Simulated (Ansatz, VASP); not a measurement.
This is a calculation of TePt for VASP 6.6.1.

File INCAR:

```
ALGO     = Normal         # electronic algorithm
EDIFF    = 1E-7           # SCF threshold, eV
ENCUT    = 520            # plane-wave cutoff, eV
GGA      = PS             # functional
ISIF     = 2              # what is computed and relaxed
ISMEAR   = -1             # smearing method
LASPH    = T              # aspherical terms in the spheres
LCHARG   = F              # write CHGCAR
LREAL    = F              # projectors in reciprocal space
LWAVE    = F              # write WAVECAR
NBANDS   = 24             # bands
NELM     = 100            # most SCF steps
PREC     = Accurate       # precision mode
SIGMA    = 0.05           # smearing width, eV
```

Contents of KPOINTS:

```
k-points
0
Gamma
  7 7 5
```

Contents of POSCAR:

```
TePt
1.0
    4.2628798384      0.0000000000      0.0000000000
   -2.1314399192      3.6917622333      0.0000000000
    0.0000000000      0.0000000000      5.6617710000
Pt Te
2 2
Direct
    0.0000000000      0.0000000000      0.0000000000
    0.0000000000      0.0000000000      0.5000000000
    0.3333333333      0.6666666667      0.2500000000
    0.6666666667      0.3333333333      0.7500000000
```

Potentials or basis: VASP PAW PBE potentials, release 64 (Pt, Te).

Run with:

```console
$ cat potpaw_PBE.64/Pt/POTCAR potpaw_PBE.64/Te/POTCAR > POTCAR
$ mpirun -np 1 vasp_std > vasp.out
```

Q: Set up the same calculation for Ansatz 0.2.0. Potentials there: Ansatz PAW.

A: As run (the cutoff follows the program's own potentials):

File input.yaml:

```yaml
crystal:
  lattice:
    - [4.2628798384, 0.0, 0.0]
    - [-2.1314399192, 3.6917622333, 0.0]
    - [0.0, 0.0, 5.661771]
  atoms:
    - { symbol: Pt, position: [0.0, 0.0, 0.0] }
    - { symbol: Pt, position: [0.0, 0.0, 0.5] }
    - { symbol: Te, position: [0.3333333333, 0.6666666667, 0.25] }
    - { symbol: Te, position: [0.6666666667, 0.3333333333, 0.75] }
hamiltonian:
  xc: pbesol
  pseudopotentials: { kind: paw }
kpoints:
  mp_grid: { grid: [7, 7, 5] }
scf:
  occupations: { method: fermi_dirac, width: 0.05 }
output:
  forces: true
  stress: true
  eigenvalues: true
```

Potentials or basis: Ansatz PAW.

The run is started by

```bash
$ ansatz run input.yaml --threads 1 --pin off --max-ram 3584MiB --backend cpu --events-out ev --progress --plain --runs-dir out
```

Both were run:

|  | VASP | Ansatz | Ansatz less VASP |
| --- | --- | --- | --- |
| gap on the k mesh at the Fermi level (eV) | none | none | - |
| pressure (GPa) | -5.1 | -4.9 | +0.14 |
| largest component of the traceless stress (GPa) | 1.15 | 1.14 | -0.006 |

A gap of «none» marks a metal or a gap that the smearing closes. The two sets of potentials don't hold the same shells in valence.

Caveats: the PAW data sets were made with another functional, which shifts forces and pressure a little (VASP); the PAW data sets come from PBE, with cores solved anew for the run's functional, which leaves a small shift of forces and pressure (Ansatz). The runs have no spin-orbit coupling, so splittings on Pt, Te are missing.
